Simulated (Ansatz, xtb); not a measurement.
Ligand exchange: CClF3 + SiH3(SiH3) → CHF3 + SiH2(SiH3)Cl

Species: CClF3 `FC(F)(F)Cl`, singlet; SiH3(SiH3) (disilane), singlet; CHF3 `FC(F)F`, singlet; SiH2(SiH3)Cl, singlet. The partners trade Cl for H: C–Cl and Si–H bonds give way to C–H and Si–Cl.

Shapes, held fixed at every level: PBE0-D4/def2-TZVP. Programs: Ansatz 0.2.0, xtb 6.7.1. The zero-point and thermal change to 298 K, harmonic and unscaled (PBE0-D4/def2-TZVP), is +12.3 kJ/mol.

Q: Estimate ΔH(298 K) of this reaction.

A: The highest level, CCSD(T)/CBS estimate, gives ΔH(298 K) = -155.1 kJ/mol; the levels span -158.0 to -52.1. GFN0-xTB strays far from the other rows. The column of differences is taken from that level and isn't an error. No measured value is set beside it here. The CBS estimate extrapolates MP2 from def2-TZVPP and def2-QZVPP and adds CCSD(T) − MP2 in the triple-zeta set, cores frozen.

```json
{"level": "GFN0-xTB", "kind": "semi-empirical", "ΔH(298 K) (kJ/mol)": "-52.1", "less CCSD(T)/CBS estimate": "+103.0"}
{"level": "B3LYP-D4/def2-TZVPP", "kind": "global hybrid", "ΔH(298 K) (kJ/mol)": "-150.6", "less CCSD(T)/CBS estimate": "+4.5"}
{"level": "wB97M-V/def2-TZVPP", "kind": "range-separated hybrid", "ΔH(298 K) (kJ/mol)": "-147.1", "less CCSD(T)/CBS estimate": "+8.0"}
{"level": "wB97X-V/def2-TZVPP", "kind": "range-separated hybrid", "ΔH(298 K) (kJ/mol)": "-146.3", "less CCSD(T)/CBS estimate": "+8.8"}
{"level": "B2PLYP/def2-TZVPP", "kind": "double hybrid", "ΔH(298 K) (kJ/mol)": "-153.2", "less CCSD(T)/CBS estimate": "+1.9"}
{"level": "MP2/def2-TZVPP", "kind": "perturbation theory", "ΔH(298 K) (kJ/mol)": "-158.0", "less CCSD(T)/CBS estimate": "-2.9"}
{"level": "CCSD(T)/def2-SVP", "kind": "coupled cluster or CI", "ΔH(298 K) (kJ/mol)": "-132.8", "less CCSD(T)/CBS estimate": "+22.3"}
{"level": "CCSD/def2-SVP", "kind": "coupled cluster or CI", "ΔH(298 K) (kJ/mol)": "-137.2", "less CCSD(T)/CBS estimate": "+17.9"}
{"level": "CCSD(T)/CBS estimate", "kind": "coupled cluster or CI", "ΔH(298 K) (kJ/mol)": "-155.1", "less CCSD(T)/CBS estimate": "0.0"}
```
